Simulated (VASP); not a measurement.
Be: single point with PBE

The system is Be.

```
Be
1.0
    -1.25312    1.25312    1.25312
     1.25312   -1.25312    1.25312
     1.25312    1.25312   -1.25312
Be
1
Direct
  0.00000 0.00000 0.00000
```

This isn't the form of Be at room conditions, which is hcp.

| Item | Value |
| --- | --- |
| Program | VASP 6.6.1 |
| Task | single point |
| Functional | PBE |
| Potentials or basis | VASP PAW PBE potentials, release 64 (Be_GW) |
| Cutoff | 550 eV |
| k mesh | 15 × 15 × 15 |
| Occupations | gaussian, width 0.02 eV |
| Spin | no spin polarisation |

```json
{"Pressure": "-0.5 GPa", "Band gap on the k mesh": "none (metal or under the smearing width)"}
```

Levels at points of the mesh, in eV from the Fermi level:
| k point | band 1 | band 2 | band 3 | band 4 |
| --- | --- | --- | --- | --- |
| (0.00, 0.00, 0.00) | -12.15 | 19.42 | 19.42 | 19.42 |

Run time: 10 s on 1 thread of AMD EPYC 7R13 Processor (Zen 3) (shared host), peak memory 0.09 GiB.
